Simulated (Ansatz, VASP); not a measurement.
# One calculation of HfN, two programs

The input INCAR:

```
SYSTEM = HfN
ALGO     = Normal         ! electronic algorithm
EDIFF    = 1E-6           ! SCF threshold, eV
ENCUT    = 520            ! plane-wave cutoff, eV
GGA      = PS             ! functional
ISIF     = 2              ! what is computed and relaxed
ISMEAR   = -1             ! smearing method
LASPH    = .TRUE.         ! aspherical terms in the spheres
LCHARG   = .FALSE.        ! write CHGCAR
LREAL    = .FALSE.        ! projectors in reciprocal space
LWAVE    = .FALSE.        ! write WAVECAR
NBANDS   = 23             ! bands
NELM     = 100            ! most SCF steps
PREC     = Accurate       ! precision mode
SIGMA    = 0.05           ! smearing width, eV
```

File KPOINTS:

```
k-points
0
G
  10 10 5
  0 0 0
```

The input POSCAR:

```
HfN
1.0
    3.1339080219      0.0000000000      0.0000000000
   -1.5669540110      2.7140439601      0.0000000000
    0.0000000000      0.0000000000      5.4167677200
Hf N
2 2
Direct
    0.3336620000      0.6541600000      0.2504860000
    0.6614420000      0.3356560000      0.7499240000
    0.0076370000     -0.0035320000      0.4917730000
    0.0046040000      0.0022350000     -0.0066630000
```

Contents of input.yaml:

```yaml
crystal:
  lattice:
    - [3.1339080219, 0.0, 0.0]
    - [-1.566954011, 2.7140439601, 0.0]
    - [0.0, 0.0, 5.41676772]
  atoms:
    - { symbol: Hf, position: [0.333662, 0.65416, 0.250486] }
    - { symbol: Hf, position: [0.661442, 0.335656, 0.749924] }
    - { symbol: "N", position: [0.007637, -0.003532, 0.491773] }
    - { symbol: "N", position: [0.004604, 0.002235, -0.006663] }
kpoints:
  mp_grid: { grid: [10, 10, 5] }
scf:
  occupations: { method: fermi_dirac, width: 0.05 }
hamiltonian:
  xc: pbesol
  pseudopotentials: { kind: all_electron, lapw: { basis_error: 0.001 } }
output:
  forces: true
  stress: true
  eigenvalues: true
  populations: true
```

Change from the starting cell: atoms moved at random, drawn with an rms of 0.05 Å.

Alike in both runs: task single point; functional PBEsol; k mesh 10 × 10 × 5; occupations fermi-dirac, width 0.05 eV; no spin polarisation.

```csv
,VASP,Ansatz
version,VASP 6.6.1,Ansatz 0.2.0
potentials or method,"VASP PAW PBE potentials, release 64 (Hf_pv, N)","all-electron LAPW, scalar-relativistic"
plane-wave cutoff (eV),520,see its input
```

```tsv
	VASP	Ansatz	Ansatz less VASP
gap on the k mesh at the Fermi level (eV)	none	none	-
pressure (GPa)	-4.1	-2.0	+2.09
largest component of the traceless stress (GPa)	0.59	0.68	+0.098
rms of the force components (eV/Å)	0.296	0.297	+0.0013
```

Atom by atom the forces differ by 0.002 eV/Å (rms over components). A gap of «none» marks a metal or a gap that the smearing closes. Ansatz ran all-electron here, so the differences hold the error of VASP's frozen core and of both bases.

Caveats: the PAW data sets were made with another functional, which shifts forces and pressure a little (VASP). Spin-orbit coupling is left out, which matters for the levels of Hf.
